A computed band gap can miss the measured one because the functional is wrong, because the calculation left something out, or because two different gaps are compared. The twelve crystals below contain examples of each. The column "computed less measured" is the error used throughout: negative means that the computed gap is too small.

Measured band gaps of twelve crystals and those computed with FLEUR MaX-R8.1 (later development tree) by all-electron (FLAPW) Kohn-Sham DFT with the PBE functional, at fixed given geometries, without spin polarisation or spin-orbit coupling. The computed gap is the smallest one, direct or indirect, between filled and empty Kohn-Sham levels on the listed k-mesh.

```
formula  space group  volume of the given cell (Å³/atom)  potentials or basis    k-mesh  computed band gap (eV)  measured band gap (eV)  range of the values found (eV)                                                                                                                         what was measured, and how                   source  computed less measured (eV)
   TePb        Fm-3m                               33.73         all electron     7x7x7                    1.01                     0.2                    0.19 to 0.32                                                                            band gap at L from dI/dV; scanning tunneling spectroscopy; bulk crystal  arXiv:2304.02844 (2023)                         0.81
   PbSe        Fm-3m                               28.67         all electron     8x8x8                   0.291                     0.2                    0.15 to 0.26                                           band gap at X-bar of the surface zone (bulk L point) from ARPES, between quantized subbands; ARPES; film  arXiv:1712.07894 (2017)                         0.09
     Ge        Fd-3m                               22.64         all electron     8x8x8                       0                   0.744                    0.66 to 0.89  indirect gap (L conduction minimum to Gamma valence top), Varshni T = 0 value adjusted to match PL; photoluminescence lineshape fit; bulk crystal  arXiv:2003.00143 (2020)                        -0.74
   MoS2     P6_3/mmc                               17.86         all electron   10x10x3                   0.927                    1.32                     1.3 to 1.87                                                                                      optical gap from UV-Vis absorption; UV-Vis absorption; powder      pmc:10305116 (2023)                        -0.39
   CdTe        F-43m                               32.92         all electron     7x7x7                    0.87                     1.5                   1.44 to 1.592                                                                                             optical gap from Tauc plot; optical spectroscopy; film   arXiv:1103.4539 (2011)                        -0.63
   CdSe        F-43m                               28.94         all electron     8x8x8                   0.551                    1.81                       one value                                  direct optical gap from Kubelka-Munk plot of [F(R)hv]^2 against photon energy; UV-vis diffuse reflectance; powder       pmc:3637069 (2013)                        -1.26
    BAs        F-43m                               13.63         all electron  10x10x10                   1.186                   1.835                    1.82 to 4.12                                                       indirect optical gap from background-subtracted Tauc plot; UV-Vis transmission; bulk crystal  arXiv:2307.05371 (2023)                        -0.65
    CdS       P6_3mc                               25.12         all electron     7x7x4                   1.196                  2.5809                2.5809 to 2.5963                                                            A gap, Gamma7c-Gamma9v, natural isotopic composition; exciton reflectance; bulk crystal   arXiv:0807.2152 (2008)                        -1.38
   ZnSe        F-43m                               22.76         all electron     8x8x8                   1.295                    2.64                   2.59 to 2.695                                        direct optical gap from Tauc plot of ellipsometric extinction coefficient; spectroscopic ellipsometry; film       pmc:8624428 (2021)                        -1.35
   TiO2     I4_1/amd                               11.35         all electron  10x10x10                   2.125                     3.2                     3.1 to 3.98                                                             experimental band gap quoted for comparison with calculation; not stated; bulk crystal       pmc:6972883 (2020)                        -1.08
      C        Fd-3m                                5.67         all electron  13x13x13                   4.148                     5.5                     5.47 to 5.5                                        absorption edge assigned to the band gap (approximate value); optical absorption spectroscopy; bulk crystal  arXiv:2306.06972 (2023)                        -1.35
    AlN       P6_3mc                               10.45         all electron   10x10x6                   4.218                   6.038                    5.96 to 6.18                                optical (excitonic) gap: Gamma5 n=1 free exciton transition energy, E perpendicular to c; cathodoluminescence; film  arXiv:2305.10542 (2023)                        -1.82
```

**(a) Look only at the signs of the errors. Which errors can come from the settings of the calculation, and which must be laid on the functional?**

*Solution.* The gap is the distance from the highest filled level to the lowest empty one, and both are sought on a finite mesh of points. For a given crystal potential, a mesh that misses a band edge finds a filled level that lies too low or an empty level that lies too high. Either way the gap comes out too large. Leaving out spin-orbit coupling acts in the same direction wherever it is sizeable here, because the coupling either splits a degenerate valence top and so raises it or, at the point L of the lead compounds, where the band edges are single levels, mixes in neighbouring levels and is expected to pull the lowest empty one down.

Ten of the twelve errors are negative, so these two omissions can't have caused them. A crystal cell that is one per cent too long could lower a gap, but typically by 0.1 to 0.3 eV, whereas six rows fall short by more than 1 eV. What remains is PBE itself. In diamond and AlN its true shortfall is even larger than listed, since the motion of the atoms at zero temperature lowers the measured gap by a few tenths of an eV. Heat and, in optical gaps, excitons lower measured values as well, so they can't explain the negative sign either.

The two positive errors belong to the lead compounds, and there the settings are at fault. The gap of these crystals lies at the point L, on the boundary of the Brillouin zone, halfway along a reciprocal lattice vector. A mesh with seven divisions that starts at the zone centre has points at sevenths, and no number of sevenths makes one half. The calculation for TePb therefore never saw the band edges, and its 1.01 eV is only an upper bound to the PBE gap without spin-orbit coupling.

The mesh for PbSe has eight divisions and includes L. This helps to explain why the computed gaps of the two compounds differ by 0.72 eV although both measured gaps are 0.2 eV, but it is unlikely to be the whole reason: without the coupling, PBE is expected to give TePb a wider gap at L than PbSe as well. Spin-orbit coupling, known to be strong at L in lead compounds, is absent from both rows. How much the mesh and the missing coupling each add to the gap of TePb, and how much PBE takes away, can't be read from the table; a repeat with an even mesh would show the first part.

**(b) Why does PBE make gaps too small, and why by such different amounts? Build an estimate and work it out for CdTe.**

*Solution.* An electron in a filled state doesn't repel itself, and exact exchange removes this false repulsion. An empty state enjoys no such relief. The PBE potential is a smooth function of the density and its gradient and treats both kinds of state nearly alike, so filled levels lie too close to empty ones. In the language of density-functional theory, the exact potential jumps by a constant when an electron is added to the crystal, and the PBE potential doesn't. A gap read from Kohn-Sham levels leaves this jump out even when the potential is exact.

How much is lost depends on how strongly electrons in the crystal still feel each other. A small charged metal sphere in oil shows the scaling. Moving one electron from a neutral sphere of radius $R$ to a distant twin leaves two charged spheres and costs $e^2/(\varepsilon R)$, where $\varepsilon$ is the dielectric constant of the oil. The better the oil screens, the less the transfer costs. The analogy ends at short range: oil screens fully right at the surface of the sphere, while a crystal needs about a bond length to do so, and the sphere has no exchange. Only the factor $1/\varepsilon$ is therefore taken over:

$$S \approx \frac{A}{\varepsilon}$$

Here $S$ is the shortfall of the PBE gap, $\varepsilon$ the dielectric constant of the crystal for fast electronic motion, and $A$ a constant to be fitted.

Before the fit, the omitted spin-orbit coupling must be put back. At the zone centre, the top of the valence band in many of these crystals is built from p orbitals and holds six states. The coupling raises four of them and lowers two, with the average fixed, so the top rises by one third of the splitting $\Delta$. Hence

$$S = E_\text{measured} - E_\text{computed} + \frac{\Delta}{3}.$$

A least-squares fit to nine rows, with rough recalled values of $\varepsilon$ and $\Delta$, gives $A = 7.5$ eV. The lead compounds stay out because their gap lies at L, where the one-third rule doesn't hold, and Ge because its computed gap is zero. The zero-point shifts of diamond and AlN are not corrected for, so the fit takes their shortfalls somewhat too small.

For CdTe, $\varepsilon$ is about 7.1 and $\Delta$ about 0.9 eV. The table gives

$$S = 1.50 - 0.87 + 0.30 = 0.93\ \text{eV},$$

and the model gives $7.5/7.1 = 1.06$ eV. It thus overstates the shortfall by roughly 0.1 eV, in a row that was part of the fit.

Over the nine rows the typical miss is 0.16 eV. A constant shift misses by 0.41 eV and a fixed fraction of the measured gap by 0.44 eV, each also with one fitted constant. This favours screening over these two crude rivals, though it isn't a proof. Six of the nine rows have $\varepsilon$ between 5.3 and 7.1, so the test leans on the ends of the range, MoS2, BAs and AlN, and the references are not corrected for temperature or excitons. The spin-orbit term rests on atomic physics rather than on this fit, which is only slightly worse without it.

The model does worst for TiO2 and MoS2, where it overstates the shortfall by about a quarter of an eV. In both crystals the lowest empty states are compact d states of the metal, for which a common $A$ may be too crude; this is a guess. For TiO2 the reference alone could account for the miss, since the measured values run from 3.1 to 3.98 eV. For MoS2 the mesh may also miss the lowest empty level, which would make the listed shortfall too small, and the measured values scatter from 1.3 to 1.87 eV, probably because direct and indirect gaps are mixed among them.

For ZnSe and CdSe the model gives about 0.2 eV too little. PBE is known to place the filled d shells of zinc and cadmium too high, where they push up the valence top and narrow the gap further. This may be part of the reason.

The rule can be used without a calculation. A heavier anion holds its electrons more loosely, so the crystal screens better and PBE loses less. From CdS through CdSe to CdTe the error shrinks from −1.38 through −1.26 to −0.63 eV, but screening isn't the only cause. The omitted spin-orbit coupling alone would account for the small first step, so the gain from better screening doesn't show there; the cell and the reference value of CdSe may hide it. Nor is the step a clean one, since CdS has another structure and its reference was probably taken at a lower temperature. The large second step is helped by the coupling, by the cells and perhaps by that reference value, as part (c) shows.

**(c) Four results invite a wrong conclusion: the zero gap of Ge, the small error of PbSe, the order of CdTe and CdSe, and the direct gap of diamond, which the same calculation puts at 5.60 eV. What does each really show?**

*Solution.* The zero of Ge is a stop and not a measure. Once the bands touch or overlap, the gap can't shrink further, so the error of −0.74 eV is simply minus the measured gap. The run smears occupations over 0.05 eV and reports a metal, which a gap of a few hundredths of an eV could also cause, so the PBE shortfall of the smallest gap is about that large or larger. The model, with $\varepsilon$ near 16, gives only about 0.5 eV and would have left a gap of 0.37 eV open, so it fails here. The two gaps may also differ in kind: the measured one leads from the zone centre to L, whereas PBE is expected to close or nearly close the gap of Ge at the zone centre itself and to leave the level at L a little above the valence top. The shortfall for the measured transition would then be somewhat smaller, though still more than the model gives. In a material with a narrow gap, even a modest error in eV can turn a semiconductor into a metal on paper.

PbSe has the smallest error of all, +0.09 eV, yet this is no success of PBE. The functional should lower the gap here as it does elsewhere, by some tenths of an eV if the model carries over to this row. Leaving out the spin-orbit coupling makes the gap too large, by an amount that no row here measures, and the two errors appear to cancel in large part. Adding the coupling alone would improve the physics but needn't improve the agreement.

CdTe comes out with a larger gap than CdSe, while the measured order is the reverse. The errors of the two rows differ by 0.63 eV. Stronger screening and stronger spin-orbit coupling in CdTe together explain about half of this. The cells push the same way, since that of CdTe is about one per cent too short and that of CdSe about one per cent too long. The reference for CdSe is also a single value from a powder, so the remaining half can't be assigned with confidence.

In diamond the lowest empty state lies at a different point of the zone from the highest filled one. The measured 5.5 eV is this indirect gap, and its proper partner is the computed 4.15 eV. The direct gap of 5.60 eV seems to agree with experiment only because it is a different quantity, one that happens to lie higher by about as much as PBE falls short. Before an error is judged small, it should be clear that both numbers describe the same transition.
